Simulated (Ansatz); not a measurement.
**hcp against bcc along the alkali metals**

Level of theory: DFT, PBE, plane waves (420 eV) with PAW, scalar-relativistic in Ansatz.

Each structure is relaxed within its symmetry, in the lowest magnetic state of the tried starts. Differences under about 8 meV lie within the error of the k-point mesh.

| element | E(hcp) − E(bcc) (meV/atom) | V(hcp) (Å³/atom) | V(bcc) (Å³/atom) | state of hcp | state of bcc |
| --- | --- | --- | --- | --- | --- |
| Li | -2 | 20.20 | 20.19 | spin not included | spin not included |
| Na | ? | ? | ? | ? | ? |
| K | 0 | 74.09 | 73.74 | spin not included | spin not included |
| Rb | -1 | 91.32 | 91.23 | spin not included | spin not included |
| Cs | -1 | 116.84 | 116.55 | spin not included | spin not included |

(1) Fill in the row of Na.

## Answers

(1) E(hcp) − E(bcc) (meV/atom): -1; V(hcp) (Å³/atom): 37.13; V(bcc) (Å³/atom): 36.97; state of hcp: spin not included; state of bcc: spin not included.
